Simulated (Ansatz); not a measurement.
## SnSe: frozen-core PAW against all-electron methods

```xyz
2
Lattice="0.0000 3.0406 2.9498 3.0406 0.0000 2.9498 3.0406 3.0406 0.0000" Properties=species:S:1:pos:R:3 pbc="T T T"
Sn    0.0000    0.0000    0.0000
Se    3.0406    3.0406    2.9498
```

Atom numbers follow the list: Sn1, Se2.

The cell is COD entry 9008725, as deposited and not checked against the literature; nothing was relaxed. The listed cell was then made from it by scaling, straining or moving an atom.

No spin–orbit coupling, which matters for the heavy atoms here.

All numbers are computed: DFT, PBE, PAW with Ansatz's default frozen-core files, scalar-relativistic (Ansatz 0.2.0); DFT, PBE, all-electron PAW with datasets made for the crystal, scalar-relativistic (Ansatz 0.2.0); DFT, PBE, all-electron LAPW, scalar-relativistic (Ansatz 0.2.0).

For PAW: a Γ-centred 9×9×9 k mesh, Fermi–Dirac smearing of 0.02 eV, cutoff 420 eV, no spin polarisation. The crystal-made all-electron datasets (AE datasets) take a cutoff of 240 eV at this cell. LAPW targets a basis error of 0.25 meV/atom. The Ansatz runs share mesh, smearing and spin set-up. Plane-wave (PAW) pressures include the program's estimate of the Pulay term.

Stress and pressure are positive in compression.

The change that made this cell: z strained by -2 % at fixed volume.

No spin–orbit coupling: at heavy atoms the gradients can be off by tens of per cent for that reason.

```json
{"quantity": "pressure (GPa)", "PAW": "1.16", "AE datasets": "1.16", "LAPW": "1.16"}
{"quantity": "stress xx (GPa)", "PAW": "-0.14", "AE datasets": "-0.14", "LAPW": "-0.14"}
{"quantity": "stress zz (GPa)", "PAW": "3.77", "AE datasets": "3.76", "LAPW": "3.76"}
{"quantity": "band gap (eV)", "PAW": "0.522", "AE datasets": "0.522", "LAPW": "0.522"}
{"quantity": "largest principal field gradient Vzz at Sn1 (10²¹ V/m²)", "PAW": "-4.40", "AE datasets": "-4.49", "LAPW": "–"}
{"quantity": "largest principal field gradient Vzz at Se2 (10²¹ V/m²)", "PAW": "-0.42", "AE datasets": "-0.42", "LAPW": "–"}
```

PAW's pressure differs from the LAPW value by about 0.01 GPa or less.
